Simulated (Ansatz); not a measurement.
Runs of Ansatz 0.2.0 on KI. Symmetry: Fm-3m, No. 225, cubic system. Conventional cell: a = 7.066 Å, b = 7.066 Å, c = 7.066 Å, α = 90.00°, β = 90.00°, γ = 90.00°. I (site symmetry m-3m) has 6 K at 3.53 Å as nearest neighbours. K (site symmetry m-3m) is surrounded by 6 I at 3.53 Å. 

```csv
task,level,potentials or basis,cell,k mesh,cutoff (eV),basis error allowed,gap on the mesh (eV),pressure (GPa),relaxed volume (Å³/atom)
relaxation of cell and atoms,BLYP,"all-electron LAPW, scalar-relativistic",relaxed,7 × 7 × 7,-,0.001 eV/atom,3.73,0.0,49.19
relaxation of cell and atoms,LDA,"all-electron LAPW, scalar-relativistic",relaxed,7 × 7 × 7,-,0.001 eV/atom,3.86,0.0,39.71
single point,PBE0,all-electron PAW datasets made for the crystal,as given,6 × 6 × 6,290,-,5.65,-,-
relaxation of cell and atoms,RPBE,"all-electron LAPW, scalar-relativistic",relaxed,7 × 7 × 7,-,0.001 eV/atom,3.95,0.0,51.06
band structure,PBEsol,"all-electron LAPW, inner shells corrected to Dirac's equation",as given,7 × 7 × 7,116,0.001 eV/atom,3.82,-0.3,-
band structure,PBEsol,"all-electron LAPW, non-relativistic",as given,7 × 7 × 7,115,0.001 eV/atom,(a),-0.1,-
single point,PBE,all-electron PAW datasets made for the crystal,as given,6 × 6 × 6,200,-,(b),0.6,-
single point,PBEsol,all-electron PAW datasets made for the crystal,as given,6 × 6 × 6,200,-,3.82,-0.3,-
relaxation of cell and atoms,PBE,"all-electron LAPW, scalar-relativistic",relaxed,7 × 7 × 7,-,0.001 eV/atom,3.86,0.0,(c)
band structure,PBEsol,"all-electron LAPW, scalar-relativistic",as given,7 × 7 × 7,116,0.001 eV/atom,3.82,-0.3,-
relaxation of cell and atoms,revPBE,"all-electron LAPW, scalar-relativistic",relaxed,7 × 7 × 7,-,0.001 eV/atom,3.95,0.0,50.38
```

Alike in all rows: no spin polarisation; smearing fermi-dirac 0.05 eV.

Fill in the values left out.

(a) 4.28; (b) 3.97; (c) 46.20.

Caveats: spin-orbit coupling is left out, which moves the levels of the heavy elements; an odd mesh through Γ misses points on the zone boundary, where band edges often lie (some runs); the volume moved by over 15 % at a fixed basis, so the end points are rough (some runs); relativity is left out, which matters for the heavier elements (some runs).

A k mesh can miss the band edges, and the runs leave out spin-orbit coupling on I.

Not every run made on this cell is shown here.
